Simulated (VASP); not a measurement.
A run of VASP 6.6.1 is set up as follows.

INCAR

```
PREC = Accurate ; ENCUT = 600
EDIFF = 1E-7 ; ISMEAR = 0
SIGMA = 0.03 ; LREAL = False
LASPH = True ; NELM = 80
ALGO = Normal ; ISIF = 3
LWAVE = False ; LCHARG = False
GGA = PE ; IBRION = 2
NSW = 90 ; EDIFFG = -0.005
```

File KPOINTS:

```
regular mesh
0
Gamma
  10 10 10
```

File POSCAR:

```
InSb                                    
1.0
    0.0000000000      3.3168267494      3.3168267494
    3.3168267494     -0.0000000000      3.3168267494
    3.3168267494      3.3168267494      0.0000000000
  In              Sb            
     1     1
Direct
     0.0000000000000000    0.0000000000000000    0.0000000000000000
     0.2500000000000000    0.2500000000000000    0.2500000000000000
```

Potentials or basis: VASP PAW PBE potentials, release 64 (In_d, Sb).

The run is started by

```console
$ cat potpaw_PBE.64/In_d/POTCAR potpaw_PBE.64/Sb/POTCAR > POTCAR
$ mpirun -np 1 vasp_std > vasp.out
```

Task: Predict the band gap on the k mesh.

Result: None (metal or under the smearing width).

Task: Estimate the relaxed cell.

Result: a = 4.692 Å, b = 4.692 Å, c = 4.692 Å, α = 60.00°, β = 60.00°, γ = 60.00°.

Task: What does it give for the space group after relaxing (to 0.05 Å)?

Result: F-43m (No. 216).

Task: Estimate the relaxed volume.

Result: 36.52 Å³/atom.

Final structure:
```yaml
crystal:
  lattice:
    - [0.00000, 3.31764, 3.31764]
    - [3.31764, 0.00000, 3.31764]
    - [3.31764, 3.31764, 0.00000]
  atoms:
    - { symbol: In, position: [0.00000, 0.00000, 0.00000] }
    - { symbol: Sb, position: [0.25000, 0.25000, 0.25000] }
```

Caveat: this crystal is a semiconductor, whose small gap the functional closes, so the metal is an error of the method. The run has no spin-orbit coupling, so splittings on Sb are missing.
